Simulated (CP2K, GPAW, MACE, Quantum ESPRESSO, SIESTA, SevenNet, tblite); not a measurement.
## Random fluorite-type (Ti, Sn, Zr)O2 solid solution (96 atoms) in other programs, against a plane-wave reference

How near do other programs and methods come to a plane-wave reference for random fluorite-type (Ti, Sn, Zr)O2 solid solution (96 atoms)? A plane-wave run serves as the reference.

Program: Quantum ESPRESSO 7.5. Level of theory: Kohn-Sham DFT, PBE, SSSP efficiency 1.3.0 pseudopotentials, plane waves. Results are calculated unless marked as measured.

**1. Starting point**

The cell holds 96 atoms: 12 Zr, 64 O, 12 Ti and 8 Sn. Cell: a = 9.966 Å, b = 9.966 Å, c = 9.966 Å, α = 90.0°, β = 90.0°, γ = 90.0°. Fluorite-type lattice (a = 4.983 Å, the mean of the end members), 2 x 2 x 2 cells, metal sites filled at random with 12 Ti, 8 Sn, 12 Zr; every coordinate displaced by a Gaussian of 0.05 Å. Then every atom was moved at random, 0.03 Å r.m.s. a Cartesian component.

**2. Reference: Quantum ESPRESSO, plane waves**

pw.in reads:

```
&control
  calculation = 'scf'
  pseudo_dir = './pseudo'
  outdir = './tmp'
  disk_io = 'none'
  tprnfor = .true.
  tstress = .true.
/
&system
  ibrav = 0
  nat = 96
  ntyp = 4
  ecutwfc = 60
  ecutrho = 480
  nosym = .true.
  occupations = 'smearing'
  smearing = 'fd'
  degauss = 0.003675
/
&electrons
  conv_thr = 4.8e-07
  electron_maxstep = 100
  mixing_beta = 0.4
  mixing_mode = 'plain'
  diagonalization = 'david'
/
ATOMIC_SPECIES
Zr 91.224 Zr.upf
O 15.999 O.upf
Ti 47.867 Ti.upf
Sn 118.710 Sn.upf
CELL_PARAMETERS angstrom
9.96600 0.00000 0.00000
0.00000 9.96600 0.00000
0.00000 0.00000 9.96600
ATOMIC_POSITIONS crystal
Zr 0.99658 0.00603 0.00546
O 0.12437 0.12138 0.11745
O 0.36329 0.37845 0.36763
Ti 0.00131 0.24951 0.24908
O 0.12577 0.36870 0.37038
O 0.36958 0.12348 0.12176
Zr 0.24315 0.00315 0.24435
O 0.37639 0.11424 0.37299
O 0.12801 0.37784 0.13026
Sn 0.24564 0.24994 0.99755
O 0.37906 0.37218 0.13172
O 0.11778 0.12954 0.37428
[... 80 atom lines left out ...]
O 0.62958 0.87721 0.62747
Sn 0.74694 0.74188 0.50884
O 0.88033 0.87479 0.62041
O 0.62237 0.62099 0.88826
K_POINTS gamma
```

Started as:

```sh
$ OMP_NUM_THREADS=1 pw.x -in pw.in > output.txt
```

What it wrote:

```text
Program PWSCF
     gamma-point specific algorithms are used
     sticks:   dense  smooth     PW     G-vecs:    dense   smooth      PW
     Sum       13533    6777   1693              1186119   419717   52515
     bravais-lattice index     =            0
     lattice parameter (alat)  =      18.8330  a.u.
     unit-cell volume          =    6679.7352 (a.u.)^3
     number of atoms/cell      =           96
     number of atomic types    =            4
     number of electrons       =       784.00
     number of Kohn-Sham states=          470
     kinetic-energy cutoff     =      60.0000  Ry
     charge density cutoff     =     480.0000  Ry
     scf convergence threshold =      4.8E-07
     mixing beta               =       0.4000
[... lines left out ...]
     number of k points=     1  Fermi-Dirac smearing, width (Ry)=  0.0037
[... lines left out ...]
     total energy              =   -6558.25380009 Ry
[... lines left out ...]
     total energy              =   -6498.19937853 Ry
[... lines left out ...]
     total energy              =   -6594.13906408 Ry
[... lines left out ...]
     total energy              =   -6601.73860916 Ry
[... lines left out ...]
     total energy              =   -6601.73861041 Ry
[... lines left out ...]
   -35.9221 -35.9177 -35.9072 -35.7847 -35.5806 -35.5740 -35.5295 -35.4470
[...]
15.9895  16.0015  16.0290  16.0724  16.1258  16.1715  16.2018  16.2354
    16.2521  16.2824  16.3261  16.3507  16.4198  16.4362  16.4644  16.5062
    16.5544  16.5896  16.5981  16.6324  16.7191  16.8165
     the Fermi energy is    12.7369 ev
!    total energy              =   -6601.73861065 Ry
     estimated scf accuracy    <       0.00000040 Ry
     smearing contrib. (-TS)   =      -0.00002196 Ry
     internal energy E=F+TS    =   -6601.73858869 Ry
     The total energy is F=E-TS. E is the sum of the following terms:
     one-electron contribution =   -1209.77127731 Ry
     hartree contribution      =    1142.61299151 Ry
     xc contribution           =   -1293.34126774 Ry
     ewald contribution        =   -4632.29492432 Ry
     one-center paw contrib.   =    -608.94411083 Ry
     convergence has been achieved in  23 iterations
     negative rho (up, down):  8.028E-01 0.000E+00
     Forces acting on atoms (cartesian axes, Ry/au):
     atom    1 type  1   force =    -0.01627984   -0.04241459   -0.08044569
     atom    2 type  2   force =    -0.00935557    0.04601582    0.06312702
     atom    3 type  2   force =     0.07880229    0.01356153    0.02055653
[...]
atom   95 type  2   force =    -0.01984368   -0.03088909    0.00204006
     atom   96 type  2   force =    -0.03145308   -0.04293936   -0.09303160
     Total force =     0.728591     Total SCF correction =     0.001884
     Computing stress (Cartesian axis) and pressure
     negative rho (up, down):  8.028E-01 0.000E+00
          total   stress  (Ry/bohr**3)                   (kbar)     P=       98.51
   0.00065287   0.00011856  -0.00003732           96.04       17.44       -5.49
   0.00011856   0.00066932   0.00001129           17.44       98.46        1.66
  -0.00003732   0.00001129   0.00068686           -5.49        1.66      101.04
     Message from routine punch:
     Nothing written, as per user request (disk_io='none')
```

Run time: 26 min. Hardware: 1 thread of Arm Neoverse V1, shared host; peak memory 3 GiB.

Banners, paths, timers and routine set-up lines are dropped from the logs unmarked, and long logs keep their key lines alone; longer cuts are marked.

Numbers from this run:

```
r.m.s. force component                           : 1.104 eV/Å
longest force                                    : 3.828 eV/Å
pressure                                         : 9.851 GPa
gap (highest filled to lowest empty level) : 0.9189 eV
```

**3. The other programs**

The programs:
- CP2K 2026.2: Gaussian basis with GTH pseudopotentials and a plane-wave density; labels give functional, basis (MOLOPT sets; SR short-range, UZH the newer set with its own potentials), grid cutoff/relative cutoff and solver (OT: orbital transformation; TRS4, TC2, SIGN: linear-scaling purification with its sparsity filter), or its built-in tight binding.
- GPAW 26.7.0: PAW with atomic orbitals (LCAO), plane waves or a real-space grid of spacing h.
- MACE: machine-learned potential, published weights.
- Quantum ESPRESSO 7.5: plane waves; labels (QE) give functional, pseudopotential set and cutoffs of waves/density.
- SIESTA 5.4.2: numerical atomic orbitals, whose automatically made sets are far from complete, with PseudoDojo norm-conserving potentials that we converted to its format (checked against plane waves on the same files for H, C, O, Si, Ge and Ca alone); labels give functional, basis size, energy shift and mesh cutoff.
- SevenNet: machine-learned potential, published weights.
- tblite 0.8.0: extended tight binding, driven from Python.

All use the same cell and atoms; the electronic-structure runs use the same k-mesh, and an electronic temperature of 580 K (0.05 eV) where levels are smeared.

Differences are against the plane-wave reference, forces as r.m.s. over components; share is that over the reference's r.m.s. force, slope the least-squares factor from reference forces to these. Total energies of different programs have different zeros and aren't compared.

```csv
run,"Δ force, r.m.s. (meV/Å)",share (%),slope,Δ pressure (GPa),Δ gap (eV),cores,CPU time,memory (GiB)
reference,-,-,-,-,-,1,26 min,3.0
"CP2K PBE, DZVP-MOLOPT-SR, 800/50 Ry, diagonalisation",77.9,7.06,1.021,2.30,-0.0298,4,15 min,8.3
"GPAW PBE, LCAO dzp, h 0.18 Å",98.4,8.92,1.058,-,-0.0632,2,20 min,2.8
"GPAW PBE, LCAO dzp, h 0.18 Å, other mixer settings",97.9,8.87,1.057,-,-0.0628,2,23 min,2.8
"GPAW PBE, LCAO sz(dzp), h 0.18 Å (coarse)",207,18.8,1.142,-,-0.290,1,4.7 min,1.7
"GPAW PBE, grid h 0.24 Å (coarse)",234,21.2,1.024,-,-0.0083,2,17 min,1.6
MACE MP-0b3 medium potential,215,19.5,1.016,1.57,-,1,9.9 s,1.3
MACE MPA-0 medium potential,219,19.8,1.084,2.88,-,1,9.2 s,1.3
"QE PBE, sssp-1.3.0-efficiency, 30/240 Ry (coarse)",37.8,3.42,0.987,-44.8,0.0054,2,12 min,1.1
"SIESTA PBE, DZ, shift 0.01 Ry, mesh 500 Ry (coarse)",217,19.7,1.147,-2.10,-0.134,2,6.7 min,1.7
"SIESTA PBE, DZP, shift 0.01 Ry, mesh 150 Ry (coarse)",141,12.8,1.095,3.17,-0.105,2,4.2 min,1.0
"SIESTA PBE, DZP, shift 0.01 Ry, mesh 500 Ry",141,12.8,1.095,3.24,-0.105,4,15 min,3.1
"SIESTA PBE, SZP, shift 0.01 Ry, mesh 500 Ry (coarse)",165,15.0,1.107,6.93,-0.239,2,12 min,2.3
SevenNet l3i5 potential,202,18.3,1.009,2.96,-,1,12 s,1.8
tblite GFN1-xTB,530,48.1,0.696,-16.6,-,1,9 s,0.13
```

Rows marked coarse were listed beforehand as settings not expected to be converged; some can still land near the reference.

Times of the machine-learned potentials are mostly Python's start and the loading of weights.

CPU time is summed over cores on a shared host, where runs went side by side, so it is rough. Symmetry, cutoffs, thresholds, outputs and thread counts weren't matched or tuned between programs; memory under MPI is the largest rank's times the ranks.

Runs without a result: CP2K PBE, DZVP-MOLOPT-SR, 800/50 Ry, TC2 filter 1e-03, SCF 1e-04 (cut off at its time limit of 14 min).

Mean charges by element (e), by run and scheme:

```csv
run,scheme,Zr,O,Ti,Sn
"CP2K PBE, DZVP-MOLOPT-SR, 800/50 Ry, diagonalisation",Mulliken,+1.17,-0.66,+1.12,+1.88
"CP2K PBE, DZVP-MOLOPT-SR, 800/50 Ry, diagonalisation",Hirshfeld,+0.63,-0.31,+0.58,+0.67
"SIESTA PBE, DZP, shift 0.01 Ry, mesh 500 Ry",Hirshfeld,+0.53,-0.27,+0.49,+0.62
tblite GFN1-xTB,Mulliken,+0.95,-0.50,+0.85,+1.28
```

Within one program, basis, potentials and functional, energies share a zero. Each run against its twin at the usual cutoff or grid and solver:

```csv
run,twin,Δ energy (meV/atom),"Δ force, r.m.s. (meV/Å)",CPU time over the twin's
"GPAW PBE, LCAO dzp, h 0.18 Å, other mixer settings","LCAO dzp, h 0.18 Å",1.0e-4,4.21,1.2
"QE PBE, sssp-1.3.0-efficiency, 30/240 Ry","sssp-1.3.0-efficiency, 60/480 Ry",563,37.8,0.45 (this twin ran on 1 cores)
"SIESTA PBE, DZP, shift 0.01 Ry, mesh 150 Ry","DZP, shift 0.01 Ry, mesh 500 Ry",2.29,9.69,0.28 (this twin ran on 4 cores)
```

**4. Results**

```json
{
 "reference r.m.s. force component": "1.10 eV/Å",
 "nearest in forces": "QE PBE, sssp-1.3.0-efficiency, 30/240 Ry (coarse), 3.4 %",
 "farthest in forces": "tblite GFN1-xTB, 48 %",
 "cheapest electronic-structure run beside the reference": "tblite GFN1-xTB, 9 s of CPU time"
}
```

**Reading.** The PBE runs in local orbitals, coarse settings apart, differ by 7.1 % (CP2K PBE, DZVP-MOLOPT-SR, 800/50 Ry, diagonalisation) to 13 % (SIESTA PBE, DZP, shift 0.01 Ry, mesh 500 Ry); basis, grid and potentials can all enter. Tight binding differs by 48 % (tblite GFN1-xTB); it is another model, with fitted parameters of its own, and the xTB methods hold dispersion. Machine-learned potentials differ by 18 % (SevenNet l3i5 potential) to 20 % (MACE MPA-0 medium potential); they were trained on other programs' data. Runs with settings chosen to be coarse differ by 3.4 % (QE PBE, sssp-1.3.0-efficiency, 30/240 Ry) to 21 % (GPAW PBE, grid h 0.24 Å), their programs' other errors included. Of the electronic-structure runs that take under half the reference's CPU time, QE PBE, sssp-1.3.0-efficiency, 30/240 Ry comes nearest, at 3.4 % in 12 min against 26 min; its pressure misses by -44.8 GPa. SIESTA PBE, DZ, shift 0.01 Ry, mesh 500 Ry stiffens the forces by a factor of 1.15 while following their directions (correlation 0.993); the slopes of the 4 SIESTA runs lie between 1.09 and 1.15. At the same functional, gaps differ from the reference's 0.919 eV by between -0.29 and +0.01 eV. These are spacings on the run's k-points, which needn't hold the band edges. In pressure, QE PBE, sssp-1.3.0-efficiency, 30/240 Ry misses by -44.8 GPa, at the same functional; a cutoff this low leaves a large Pulay stress. Charges hang on model, scheme and program or settings: among these rows the mean for Sn runs from +0.62 to +1.88 e. In the reference: filled and empty levels are parted by 0.919 eV on the run's k-points; the mesh holds the band edges only if they fold onto it, so the gap at this level can be narrower or closed, while semilocal functionals tend to narrow gaps against experiment. Periodic xTB results under one method name differ between programs and library versions. The potentials hold different valence shells: 784 electrons in the reference, 704 in CP2K with DZVP-MOLOPT-SR; this bears on time and differences. The reference's pressure holds the uncorrected Pulay stress of its 60 Ry basis, so small pressure differences, and their order, may be the reference's own error. Machine-learned potentials mimic data converged in k, so the reference's own k-point error enters their differences. The host structure and its lattice constant were typed by rule, without a check against the phase diagram. The reference's pressure of 9.9 GPa belongs to a cell and atoms that aren't relaxed at this level. The runs have no spin polarisation, so any moments at edges, vacancies or dangling bonds can't form. The electronic-structure runs sample only Γ, in a cell whose shortest periodic width is 10 Å.

[Also dropped from logs without a mark: logging warnings of Python, and SIESTA's first energy breakdown and zero terms.]

[Logs are printed without paths, hosts, clocks, repeated set-up lines and the standing remarks that a program may print on its own settings, such as how far it seeks lower states.]

[Hosts, paths, dates, database ids (printed as entryN), source tags and the programs' standing remarks are cut or masked in the printed files.]
